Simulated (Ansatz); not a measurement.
Run on Ti (fcc type): DFT, PBE, PAW with Ansatz's default frozen-core files, scalar-relativistic (Ansatz 0.2.0). This run: cell relaxed at zero pressure.

The start is a guessed cell of a prototype that needn't be stable.

Command: `ansatz run input.yaml --threads 1 --pin off --max-ram 3584MiB --backend cpu --events-out ev --progress --plain --runs-dir out` It took 3.5 s on 1 thread of Intel(R) Xeon(R) Platinum 8488C (Sapphire Rapids), on a shared host, peak memory 0.37 GiB.

```yaml
crystal:
  lattice:
    - [0.0, 2.0565919077, 2.0565919077]
    - [2.0565919077, 0.0, 2.0565919077]
    - [2.0565919077, 2.0565919077, 0.0]
  atoms:
    - { symbol: Ti, position: [0.0, 0.0, 0.0] }
kpoints:
  mp_grid: { grid: [17, 17, 17] }
scf:
  occupations: { method: fermi_dirac, width: 0.05 }
hamiltonian:
  xc: pbe
  pseudopotentials: { kind: paw }
output:
  forces: true
  stress: true
relax:
  f_tol: 0.005
  max_steps: 40
  cell: {}
```

Output:

```
Engine: ansatz 0.2.0
Pseudopotentials: kind: paw
Pseudopotential: Ti, paw, valence charge 12, recommended cutoff 420 eV (normal), Ti.paw.azcp
Functional definition: PBE
  parameter kappa = 0.804
  parameter beta = 0.06672455060314922
  exchange = pbe_x(kappa = kappa, mu = beta*pi^2/3)
  correlation = pbe_c(beta = beta)
Crystal: 1 atoms, lattice volume = 17.397 Å³
Basis set: ecut = 420 eV, 331 PW (Γ), exchange–correlation on 40×40×40 points (8 copies of the dense FFT grid, shifted against one another)
Bands: 10, of which v1, the nominal top of the filled ones, is band 6 counted from 1 (5 counted from 0)
Symmetry: 48 space group operations
Space group: Fm-3m (ITA 225), of the structure as read, at distance tolerance 2.6e-5 Å
k-points: 165 of 4913
Non-local potential: Ti, projectors of the file, l = 0: 3, l = 1: 2, l = 2: 3, l = 3: 1
PAW form: soft (Blöchl's): semilocal exchange-correlation on the pseudo side does not see the compensation charge
PAW one-centre angular grid: Ti, 590 points (default); XC on 64 Gauss nodes
Initial density: superposition of atomic densities (neutral atoms: chi_scale 0, normalization atom), corrected by the library's trained network
Initial wavefunctions: pseudopotential atomic-orbital guess
Functional: x = pbe(κ = 0.804, μ = 0.2195149727645171), c = pbe(β = 0.06672455060314922)
SCF iter   1: F=—  HF=-2499.615793 eV  |F-HF|=—  |Δ(HF+E_count)|=         —  Δρ=2.30e-3  dr2=3.17e-4  ethr=1.77e-3  ⟨swp⟩=4.3  Hψ=8647  notcnv=0
preconditioner: auto → none  [metal: Δε(μ)=0.021 eV  Ē_g=4.118 eV  σ=0.050 eV  W_gap=0.11  n_scr=0 (ndim 8)  ℏωp=17.8 eV  f_vac=0.000  D(μ)=1.73/eV (n_scr^D=14)]
SCF iter   2: F=—  HF=-2499.615781 eV  |F-HF|=—  |Δ(HF+E_count)|=   1.28e-5  Δρ=1.11e-3  dr2=4.95e-5  ethr=2.64e-6  ⟨swp⟩=1.9  Hψ=3320  notcnv=0
SCF iter   3: F=—  HF=-2499.615882 eV  |F-HF|=—  |Δ(HF+E_count)|=   1.01e-4  Δρ=3.24e-4  dr2=9.29e-6  ethr=4.12e-7  ⟨swp⟩=2.3  Hψ=2183  notcnv=0
SCF iter   4: F=—  HF=-2499.615886 eV  |F-HF|=—  |Δ(HF+E_count)|=   4.37e-6  Δρ=4.91e-5  dr2=3.79e-7  ethr=7.75e-8  ⟨swp⟩=2.7  Hψ=2665  notcnv=0
iter 5 did not close the SCF: its close was put off for the readings that it lacked (scf_convergence_deferred on its scf_iter line)
SCF iter   5: F=-2499.615886 eV  HF=-2499.615886 eV  |F-HF|=6.67e-9  |Δ(HF+E_count)|=   7.15e-8  Δρ=8.33e-6  dr2=9.69e-9  ethr=3.16e-9  ⟨swp⟩=2.9  Hψ=2716  notcnv=0
SCF iter   6: F=-2499.615886 eV  HF=-2499.615886 eV  |F-HF|=1.76e-9  |Δ(HF+E_count)|=  7.35e-10  Δρ=3.54e-6  dr2=2.27e-9  ethr=8.08e-11  ⟨swp⟩=2.0  Hψ=4998  notcnv=0
SCF 1 converged in 6 iterations: F = -2499.615886 eV  dr2 = 2.27e-9
  greatest PAW one-centre occupation: 0.999 electrons in one spin orbital (limit 2), on the Ti atom at site 0 (counted from 0), in its partial waves of l = 0
relax step   1: F+E_penalty+E_count = -2499.61588636 eV  Δ(F+E_penalty+E_count) = +0.000e0 eV  max|allowed force component| = 0.000e0 eV/Å  Δτ_max = 0.0000 Å  P = -0.060 GPa  Ω = 17.397 Å³  (6 SCF iters, dr2 threshold 1.00e-7 eV, accepted)
Crystal: 1 atoms, lattice volume = 17.378 Å³
Initial density: handed on by an earlier stage of this run
Initial wavefunctions: those handed on with the density
iter 1 solved again at ethr=1.31e-9 eV; its pass at ethr=3.10e-3 eV (dr2=1.57e-7 eV) is discarded
SCF iter   1: F=—  HF=-2499.615885 eV  |F-HF|=—  |Δ(HF+E_count)|=         —  Δρ=3.30e-5  dr2=2.05e-7  ethr=1.31e-9  ⟨swp⟩=2.0  Hψ=10684  notcnv=0
preconditioner: auto → none  [metal: Δε(μ)=0.019 eV  Ē_g=4.117 eV  σ=0.050 eV  W_gap=0.10  n_scr=0 (ndim 8)  ℏωp=17.8 eV  f_vac=0.000  D(μ)=1.74/eV (n_scr^D=14)]
SCF iter   2: F=—  HF=-2499.615888 eV  |F-HF|=—  |Δ(HF+E_count)|=   3.06e-6  Δρ=1.89e-5  dr2=3.42e-8  ethr=1.31e-9  ⟨swp⟩=2.4  Hψ=2601  notcnv=0
SCF iter   3: F=-2499.615888 eV  HF=-2499.615888 eV  |F-HF|=6.95e-9  |Δ(HF+E_count)|=   2.26e-9  Δρ=6.49e-6  dr2=2.68e-9  ethr=7.57e-11  ⟨swp⟩=3.9  Hψ=4662  notcnv=0
SCF 2 converged in 3 iterations: F = -2499.615888 eV  dr2 = 2.68e-9
relax step   2: F+E_penalty+E_count = -2499.61588833 eV  Δ(F+E_penalty+E_count) = -1.970e-6 eV  max|allowed force component| = 0.000e0 eV/Å  Δτ_max = 0.0000 Å  P = +0.056 GPa  Ω = 17.378 Å³  energy of the carried Pulay correction = +1.680e-6 eV  (3 SCF iters, dr2 threshold 9.09e-9 eV, accepted)
Crystal: 1 atoms, lattice volume = 17.387 Å³
iter 1 solved again at ethr=1.86e-10 eV; its pass at ethr=3.10e-3 eV (dr2=2.23e-8 eV) is discarded
SCF iter   1: F=—  HF=-2499.615886 eV  |F-HF|=—  |Δ(HF+E_count)|=         —  Δρ=1.33e-5  dr2=3.40e-8  ethr=1.86e-10  ⟨swp⟩=2.0  Hψ=10705  notcnv=0
preconditioner: auto → none  [metal: Δε(μ)=0.019 eV  Ē_g=4.115 eV  σ=0.050 eV  W_gap=0.10  n_scr=0 (ndim 8)  ℏωp=17.8 eV  f_vac=0.000  D(μ)=1.74/eV (n_scr^D=14)]
SCF iter   2: F=-2499.615889 eV  HF=-2499.615889 eV  |F-HF|=3.02e-9  |Δ(HF+E_count)|=   3.07e-6  Δρ=5.58e-6  dr2=3.73e-9  ethr=6.49e-11  ⟨swp⟩=2.8  Hψ=5920  notcnv=0
SCF 3 converged in 2 iterations: F = -2499.615889 eV  dr2 = 3.73e-9
relax step   3: F+E_penalty+E_count = -2499.61588908 eV  Δ(F+E_penalty+E_count) = -7.518e-7 eV  max|allowed force component| = 0.000e0 eV/Å  Δτ_max = 0.0000 Å  P = -0.000 GPa  Ω = 17.387 Å³  energy of the carried Pulay correction = +8.727e-7 eV  (2 SCF iters, dr2 threshold 7.78e-9 eV, accepted)
Initial wavefunctions: pseudopotential atomic-orbital guess (no wavefunctions were taken with the density)
iter 1 solved again at ethr=4.55e-8 eV; its pass at ethr=3.10e-3 eV (dr2=5.46e-6 eV) is discarded
SCF iter   1: F=—  HF=-2499.615883 eV  |F-HF|=—  |Δ(HF+E_count)|=         —  Δρ=5.13e-6  dr2=3.16e-9  ethr=4.55e-8  ⟨swp⟩=2.0  Hψ=12333  notcnv=0
preconditioner: auto → none  [metal: Δε(μ)=0.020 eV  Ē_g=4.115 eV  σ=0.050 eV  W_gap=0.10  n_scr=0 (ndim 8)  ℏωp=17.8 eV  f_vac=0.000  D(μ)=1.74/eV (n_scr^D=14)]
SCF iter   2: F=—  HF=-2499.615888 eV  |F-HF|=—  |Δ(HF+E_count)|=   4.66e-6  Δρ=1.11e-6  dr2=2.02e-10  ethr=2.64e-11  ⟨swp⟩=2.0  Hψ=2677  notcnv=0
SCF iter   3: F=—  HF=-2499.615888 eV  |F-HF|=—  |Δ(HF+E_count)|=  4.55e-13  Δρ=5.77e-7  dr2=2.16e-11  ethr=1.69e-12  ⟨swp⟩=2.9  Hψ=2752  notcnv=0
SCF iter   4: F=-2499.615888 eV  HF=-2499.615888 eV  |F-HF|=3.18e-12  |Δ(HF+E_count)|=  3.37e-11  Δρ=1.56e-7  dr2=1.42e-12  ethr=1.00e-12  ⟨swp⟩=4.6  Hψ=5498  notcnv=0
SCF 4 converged in 4 iterations: F = -2499.615888 eV  dr2 = 1.42e-12
relax step   4: F+E_penalty+E_count = -2499.61588798 eV  Δ(F+E_penalty+E_count) = +1.103e-6 eV  max|allowed force component| = 0.000e0 eV/Å  Δτ_max = 0.0000 Å  P = -0.000 GPa  Ω = 17.387 Å³  stress off target by 5.62e-5 GPa  SCF on the basis re-selected at this cell (its energy is not comparable with the rows above)  (4 SCF iters)
basis re-selected at this cell: Δ(F+E_penalty+E_count) = +1.103e-6 eV, ΔP = +0.000 GPa vs the last step (what re-selecting the basis moved, of the pressure what is left beyond the Pulay correction that the steps carried, after the strain that the cell walked since its last selection, with what the two solves' SCF thresholds leave and, on support functions, any second-order correction that the steps lacked; it is no measure of the basis error at this ecutwfc). This SCF's stress stands 5.62e-5 GPa from its target on what of the cell is left free (relax.cell.stress_tol is 5.00e-2 GPa) and its largest allowed force component is 0.00e0 eV/Å (relax.f_tol is 5.00e-3 eV/Å): within both
SCF converged after 4 iterations
Free energy (F): -2499.615888 eV
Harris-Foulkes:  -2499.615888 eV  (|F-HF|=3.18e-12)
Internal energy: -2499.601628 eV  (E = F + TS)
E sigma→0 (E₀):  -2499.608758 eV
Entropy (-TS):   -0.014260 eV (-14.260 meV/atom)
Fermi energy:    13.247435 eV
--- Per-component energies (eV) ---
  E_band       = -157.367083
  E_kinetic    = 272.472588
  E_local      = -813.404675  (includes V_loc(G=0)·N_el)
  E_nonlocal   = 8.135690
  E_hartree    = 334.129703
  E_xc         = -97.436528
  E_vxc        = -121.897131  (∫ρ·V_xc dr)
  E_paw        = -1047.615642  (= ΣΔE_a)
  E_vpaw       = -170.933088  (= ΣTr[D̂ρ^β])
  E_aug_tail   = 0.000104  (compensation charges beyond the density's cutoff)
  E_ewald      = -1155.882869
  E_smearing   = -0.014260  (= −TS)
  E_closure    = 0.000000  (closes the sum)
  Σ components = -2499.615888   (vs F -2499.615888, Δ=0.00e0)
--- Forces (eV/Å), atoms counted from 1 ---
  atom   1  Ti    -0.00000000     0.00000000    -0.00000000
  max |Σ_I F_I| component: 1.97e-31 eV/Å
--- Stress (GPa, compression-positive) ---
       -0.000056       0.000000      -0.000000
        0.000000      -0.000056      -0.000000
       -0.000000      -0.000000      -0.000056
  P = ⅓ Tr σ = -0.0001 GPa (-0.001 kbar)
--- Relaxed structure (3 steps of the walk, 3 accepted, 1 SCFs on fresh bases) ---
  F+E_penalty+E_count = -2499.61588798 eV   max|allowed force component| = 0.000e0 eV/Å   (the final SCF, on the basis selected at the relaxed cell)
  cell:  # Å, volume = 17.3872 Å³
    - [5.09537203289559e-35, 2.0562066003622514, 2.0562066003622514]
    - [2.0562066003622514, -1.3932657902448833e-36, 2.0562066003622514]
    - [2.0562066003622514, 2.0562066003622514, -1.542544267771126e-34]
  atoms:
    - { symbol: Ti, position: [0.0, 0.0, 0.0] }
```

Next run (fcc relaxed under pressure), as changes to the input before:

```diff
   lattice:
-    - [0.0, 2.0565919077, 2.0565919077]
-    - [2.0565919077, 0.0, 2.0565919077]
-    - [2.0565919077, 2.0565919077, 0.0]
+    - [0.0, 1.53741876, 1.53741876]
+    - [1.53741876, 0.0, 1.53741876]
+    - [1.53741876, 1.53741876, 0.0]
   atoms:
 kpoints:
-  mp_grid: { grid: [17, 17, 17] }
+  mp_grid: { grid: [21, 21, 21] }
 scf:
   stress: true
+  eigenvalues: true
 relax:
   max_steps: 40
-  cell: {}
+  cell: { p_target: 350.0, stress_tol: 0.175 }
```

Command: `ansatz run input.yaml --threads 1 --pin off --max-ram 3584MiB --backend cpu --events-out ev --progress --plain --runs-dir out` It took 5.6 s on 1 thread of Intel(R) Xeon(R) Platinum 8488C (Sapphire Rapids) (shared host), peak memory 0.37 GiB.

Results part of the output:

```
basis re-selected at this cell: Δ(F+E_penalty+E_count) = -8.768e-5 eV, ΔP = -0.010 GPa vs the last step (what re-selecting the basis moved, of the pressure what is left beyond the Pulay correction that the steps carried, after the strain that the cell walked since its last selection, with what the two solves' SCF thresholds leave and, on support functions, any second-order correction that the steps lacked; it is no measure of the basis error at this ecutwfc). This SCF's stress stands 1.37e-2 GPa from its target on what of the cell is left free (relax.cell.stress_tol is 1.75e-1 GPa) and its largest allowed force component is 0.00e0 eV/Å (relax.f_tol is 5.00e-3 eV/Å): within both
SCF converged after 4 iterations
Free energy (F): -2493.522333 eV
Harris-Foulkes:  -2493.522333 eV  (|F-HF|=4.55e-13)
Internal energy: -2493.517680 eV  (E = F + TS)
E sigma→0 (E₀):  -2493.520007 eV
Entropy (-TS):   -0.004653 eV (-4.653 meV/atom)
Fermi energy:    33.606660 eV
--- Per-component energies (eV) ---
  E_band       = 83.241559
  E_kinetic    = 308.456355
  E_local      = -304.068676  (includes V_loc(G=0)·N_el)
  E_nonlocal   = 18.264300
  E_hartree    = 190.288894
  E_xc         = -105.666309
  E_vxc        = -133.179495  (∫ρ·V_xc dr)
  E_paw        = -1057.548218  (= ΣΔE_a)
  E_vpaw       = -186.808879  (= ΣTr[D̂ρ^β])
  E_aug_tail   = 0.000156  (compensation charges beyond the density's cutoff)
  E_ewald      = -1543.244182
  E_smearing   = -0.004653  (= −TS)
  E_closure    = 0.000000  (closes the sum)
  Σ components = -2493.522333   (vs F -2493.522333, Δ=0.00e0)
--- Forces (eV/Å), atoms counted from 1 ---
  atom   1  Ti    -0.00000000    -0.00000000    -0.00000000
  max |Σ_I F_I| component: 3.70e-32 eV/Å
--- Stress (GPa, compression-positive) ---
      349.986293      -0.000000       0.000000
       -0.000000     349.986293       0.000000
       -0.000000      -0.000000     349.986293
  P = ⅓ Tr σ = 349.9863 GPa (3499.863 kbar)
--- Band table (eV; the first three rows and the last of 286) ---
  k-point 0: bands = ["-24.7478", "4.0001", "4.0001", "4.0001", "29.5721", "33.8216", "33.8216", "33.8216", "38.6467", "38.6467"]
  k-point 1: bands = ["-24.7015", "3.8230", "3.9808", "3.9808", "29.7509", "33.7051", "33.9023", "33.9023", "38.5719", "38.5719"]
  k-point 2: bands = ["-24.5648", "3.3163", "3.9252", "3.9252", "30.2174", "33.4425", "34.1201", "34.1201", "38.3859", "38.3859"]
  k-point 285: bands = ["-21.3861", "-0.8489", "-0.5035", "1.2564", "28.9291", "32.4823", "33.4285", "37.6404", "42.8879", "54.3452"]
--- Relaxed structure (3 steps of the walk, 3 accepted, 1 SCFs on fresh bases) ---
  F+E_penalty+E_count = -2493.52233327 eV   max|allowed force component| = 0.000e0 eV/Å   (the final SCF, on the basis selected at the relaxed cell)
  cell:  # Å, volume = 7.3058 Å³
    - [4.464670465347236e-35, 1.540089385211639, 1.540089385211639]
    - [1.540089385211639, -7.641814062030667e-35, 1.540089385211639]
    - [1.540089385211639, 1.540089385211639, 1.783877806438544e-34]
  atoms:
    - { symbol: Ti, position: [0.0, 0.0, 0.0] }
```

Next run (bcc relaxed under pressure), as changes to the input before:

```diff
   lattice:
-    - [0.0, 1.53741876, 1.53741876]
-    - [1.53741876, 0.0, 1.53741876]
-    - [1.53741876, 1.53741876, 0.0]
+    - [-1.2202500785, 1.2202500785, 1.2202500785]
+    - [1.2202500785, -1.2202500785, 1.2202500785]
+    - [1.2202500785, 1.2202500785, -1.2202500785]
   atoms:
 kpoints:
-  mp_grid: { grid: [21, 21, 21] }
+  mp_grid: { grid: [22, 22, 22] }
 scf:
```

Results part of the output:

```
basis re-selected at this cell: Δ(F+E_penalty+E_count) = +4.683e-4 eV, ΔP = +0.076 GPa vs the last step (what re-selecting the basis moved, of the pressure what is left beyond the Pulay correction that the steps carried, after the strain that the cell walked since its last selection, with what the two solves' SCF thresholds leave and, on support functions, any second-order correction that the steps lacked; it is no measure of the basis error at this ecutwfc). This SCF's stress stands 1.43e-1 GPa from its target on what of the cell is left free (relax.cell.stress_tol is 1.75e-1 GPa) and its largest allowed force component is 0.00e0 eV/Å (relax.f_tol is 5.00e-3 eV/Å): within both
SCF converged after 4 iterations
Free energy (F): -2493.544055 eV
Harris-Foulkes:  -2493.544055 eV  (|F-HF|=8.19e-12)
Internal energy: -2493.540769 eV  (E = F + TS)
E sigma→0 (E₀):  -2493.542412 eV
Entropy (-TS):   -0.003286 eV (-3.286 meV/atom)
Fermi energy:    33.950253 eV
--- Per-component energies (eV) ---
  E_band       = 93.194482
  E_kinetic    = 309.973907
  E_local      = -287.499095  (includes V_loc(G=0)·N_el)
  E_nonlocal   = 18.901975
  E_hartree    = 186.654310
  E_xc         = -105.855251
  E_vxc        = -133.454006  (∫ρ·V_xc dr)
  E_paw        = -1058.294679  (= ΣΔE_a)
  E_vpaw       = -188.037058  (= ΣTr[D̂ρ^β])
  E_aug_tail   = 0.000137  (compensation charges beyond the density's cutoff)
  E_ewald      = -1557.422074
  E_smearing   = -0.003286  (= −TS)
  E_closure    = 0.000000  (closes the sum)
  Σ components = -2493.544055   (vs F -2493.544055, Δ=0.00e0)
--- Forces (eV/Å), atoms counted from 1 ---
  atom   1  Ti     0.00000000    -0.00000000     0.00000000
  max |Σ_I F_I| component: 4.52e-32 eV/Å
--- Stress (GPa, compression-positive) ---
      350.142509       0.000000      -0.000000
       -0.000000     350.142509      -0.000000
       -0.000000       0.000000     350.142509
  P = ⅓ Tr σ = 350.1425 GPa (3501.425 kbar)
--- Band table (eV; the first three rows and the last of 328) ---
  k-point 0: bands = ["-24.0601", "5.0649", "5.0649", "5.0649", "30.7625", "34.7211", "34.7211", "34.7211", "39.4067", "39.4067"]
  k-point 1: bands = ["-24.0126", "4.8962", "5.0167", "5.0602", "30.9405", "34.6119", "34.7086", "34.8880", "39.2397", "39.4076"]
  k-point 2: bands = ["-23.8723", "4.4120", "4.8779", "5.0466", "31.4060", "34.3031", "34.6799", "35.3798", "38.8541", "39.4165"]
  k-point 327: bands = ["-19.4670", "0.4473", "0.4473", "0.4473", "25.8311", "25.8311", "43.6747", "43.6747", "43.6747", "55.0800"]
--- Relaxed structure (3 steps of the walk, 3 accepted, 1 SCFs on fresh bases) ---
  F+E_penalty+E_count = -2493.54405529 eV   max|allowed force component| = 0.000e0 eV/Å   (the final SCF, on the basis selected at the relaxed cell)
  cell:  # Å, volume = 7.1094 Å³
    - [-1.2113172178133615, 1.2113172178133615, 1.2113172178133615]
    - [1.2113172178133615, -1.2113172178133615, 1.2113172178133615]
    - [1.2113172178133615, 1.2113172178133615, -1.2113172178133615]
  atoms:
    - { symbol: Ti, position: [0.0, 0.0, 0.0] }
```

Next run (hcp relaxed under pressure), as changes to the input before:

```diff
   lattice:
-    - [-1.2202500785, 1.2202500785, 1.2202500785]
-    - [1.2202500785, -1.2202500785, 1.2202500785]
-    - [1.2202500785, 1.2202500785, -1.2202500785]
+    - [2.1800357948, 0.0, 0.0]
+    - [-1.0900178974, 1.8879663795, 0.0]
+    - [0.0, 0.0, 3.5316579876]
   atoms:
-    - { symbol: Ti, position: [0.0, 0.0, 0.0] }
+    - { symbol: Ti, position: [0.3333333333, 0.6666666667, 0.25] }
+    - { symbol: Ti, position: [0.6666666667, 0.3333333333, 0.75] }
 kpoints:
-  mp_grid: { grid: [22, 22, 22] }
+  mp_grid: { grid: [20, 20, 11] }
 scf:
```

Command: `ansatz run input.yaml --threads 1 --pin off --max-ram 3584MiB --backend cpu --events-out ev --progress --plain --runs-dir out` It took 36 s on 1 thread of Intel(R) Xeon(R) Platinum 8488C (Sapphire Rapids), with other jobs on the host, peak memory 0.41 GiB.

Results part of the output:

```
basis re-selected at this cell: Δ(F+E_penalty+E_count) = -1.417e-5 eV, ΔP = -0.001 GPa vs the last step (what re-selecting the basis moved, of the pressure what is left beyond the Pulay correction that the steps carried, after the strain that the cell walked since its last selection, with what the two solves' SCF thresholds leave and, on support functions, any second-order correction that the steps lacked; it is no measure of the basis error at this ecutwfc). This SCF's stress stands 3.11e-2 GPa from its target on what of the cell is left free (relax.cell.stress_tol is 1.75e-1 GPa) and its largest allowed force component is 7.40e-17 eV/Å (relax.f_tol is 5.00e-3 eV/Å): within both
SCF converged after 6 iterations
Free energy (F): -4987.165745 eV
Harris-Foulkes:  -4987.165745 eV  (|F-HF|=1.82e-12)
Internal energy: -4987.160835 eV  (E = F + TS)
E sigma→0 (E₀):  -4987.163290 eV
Entropy (-TS):   -0.004910 eV (-2.455 meV/atom)
Fermi energy:    33.297736 eV
--- Per-component energies (eV) ---
  E_band       = 163.463641
  E_kinetic    = 617.693547
  E_local      = -634.314438  (includes V_loc(G=0)·N_el)
  E_nonlocal   = 36.924643
  E_hartree    = 392.038525
  E_xc         = -211.276487
  E_vxc        = -266.301188  (∫ρ·V_xc dr)
  E_paw        = -2115.796791  (= ΣΔE_a)
  E_vpaw       = -374.616193  (= ΣTr[D̂ρ^β])
  E_aug_tail   = 0.000219  (compensation charges beyond the density's cutoff)
  E_ewald      = -3072.430053
  E_smearing   = -0.004910  (= −TS)
  E_closure    = -0.000000  (closes the sum)
  Σ components = -4987.165745   (vs F -4987.165745, Δ=0.00e0)
--- Forces (eV/Å), atoms counted from 1 ---
  atom   1  Ti     0.00000000    -0.00000000     0.00000000
  atom   2  Ti    -0.00000000     0.00000000    -0.00000000
  max |Σ_I F_I| component: 4.63e-18 eV/Å
--- Stress (GPa, compression-positive) ---
      350.000188       0.000000      -0.000000
       -0.000000     350.000188      -0.000000
       -0.000000      -0.000000     350.031137
  P = ⅓ Tr σ = 350.0105 GPa (3500.105 kbar)
--- Band table (eV; the first three rows and the last of 264) ---
  k-point 0: bands = ["-24.9987", "-23.5123", "-2.8298", "2.7054", "4.2452", "4.2452", "4.5965", "4.5965", "28.5372", "29.9658", "32.1081", "34.2907", "34.2907", "35.0334", "35.0334", "38.6159"]
  k-point 1: bands = ["-24.9721", "-23.5467", "-2.7286", "2.5749", "4.2522", "4.2522", "4.5894", "4.5894", "28.7259", "30.0036", "32.0596", "34.2858", "34.2858", "35.0007", "35.0007", "38.3547"]
  k-point 2: bands = ["-24.8937", "-23.6459", "-2.4318", "2.2008", "4.2727", "4.2727", "4.5683", "4.5683", "29.2733", "30.1148", "31.9205", "34.2777", "34.2777", "34.9089", "34.9089", "37.6254"]
  k-point 263: bands = ["-21.3653", "-21.3515", "-1.7489", "-1.6958", "-0.9193", "-0.7716", "2.2177", "2.2607", "29.4024", "29.6154", "30.5745", "31.3900", "35.0927", "35.1052", "36.8387", "36.8653"]
--- Relaxed structure (10 steps of the walk, 9 accepted, 2 SCFs on fresh bases) ---
  F+E_penalty+E_count = -4987.16574460 eV   max|allowed force component| = 7.401e-17 eV/Å   (the final SCF, on the basis selected at the relaxed cell)
  cell:  # Å, volume = 14.6263 Å³
    - [2.066132868092277, 4.587689350111427e-33, -2.9542210522104243e-33]
    - [-1.0330664340461384, 1.7893235513619146, 6.576678247199747e-34]
    - [-4.7858381045578953e-33, -3.0192730535275776e-33, 3.9562909841249096]
  atoms:
    - { symbol: Ti, position: [0.3333333333333333, 0.6666666666666666, 0.25] }
    - { symbol: Ti, position: [0.6666666666666666, 0.3333333333333333, 0.7500000000000001] }
```
